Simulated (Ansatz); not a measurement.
## Thermal properties of TiO₂ from its phonons

All numbers below come from Ansatz 0.2.0, DFT PBE, scalar-relativistic, plane waves, PAW. Settings: 420 eV plane-wave cutoff, Γ-centred 6×6×6 mesh, fixed occupations. No spin polarisation. Phonons by linear response, acoustic sum rule imposed.

The cell, relaxed at this level:
```
Ti O
1.0
     0.00000    4.19722    4.19722
     4.19722    0.00000    4.19722
     4.19722    4.19722    0.00000
Ti O
2 4
Cartesian
  6.2958 6.2958 6.2958
  4.1972 4.1972 4.1972
  5.2465 5.2465 5.2465
  3.1479 3.1479 5.2465
  3.1479 5.2465 3.1479
  5.2465 3.1479 3.1479
```

It was reached by relaxing an invented guess, and it needn't be the stable form of this composition.

Force constants from linear response on a 2×2×2 q mesh, interpolated to a fine mesh.

Phonon density of states, in bins of 20 cm⁻¹:
(bin centre (cm⁻¹), share of modes (%)): (10, 0.4), (30, 3.7), (50, 3.3), (70, 3.4), (90, 2.9), (110, 3.3), (130, 3.5), (150, 3.4), (170, 3.4), (190, 4.0), (210, 4.2), (230, 4.9), (250, 4.8), (270, 7.4), (290, 4.5), (310, 2.2), (330, 1.2), (350, 0.6), (370, 0.5), (390, 1.3), (410, 1.3), (430, 1.2), (450, 0.9), (470, 0.6), (490, 6.7), (510, 3.9), (530, 0.3), (550, 0.0), (570, 0.0), (590, 0.0), (610, 0.0), (630, 2.3), (650, 7.4), (670, 1.4), (690, 0.0), (710, 0.0), (730, 0.0), (750, 0.0), (770, 0.0), (790, 0.0), (810, 0.0), (830, 0.0), (850, 0.0), (870, 0.0), (890, 0.0), (910, 0.0), (930, 0.0), (950, 4.9), (970, 6.0), (990, 0.2)

Task: How much zero-point energy does an atom carry?

Result: 68.9 meV.

Task: How large are the vibrational entropy and heat capacity at 300 K?

Result: S = 2.73 k_B and C_V = 2.26 k_B per atom, 75 % of the Dulong–Petit value.

Task: Tabulate them against temperature.

Result:
| T (K) | F_vib (meV/atom) | S (k_B/atom) | C_V (k_B/atom) |
| --- | --- | --- | --- |
| 100 | 65.6 | 0.88 | 1.09 |
| 200 | 53.5 | 1.90 | 1.84 |
| 300 | 33.4 | 2.73 | 2.26 |
| 400 | 6.8 | 3.42 | 2.50 |
| 500 | -25.2 | 3.99 | 2.64 |
| 600 | -61.7 | 4.48 | 2.74 |
| 700 | -102.3 | 4.91 | 2.80 |
| 800 | -146.2 | 5.29 | 2.84 |
| 900 | -193.3 | 5.62 | 2.87 |
| 1000 | -243.1 | 5.93 | 2.90 |
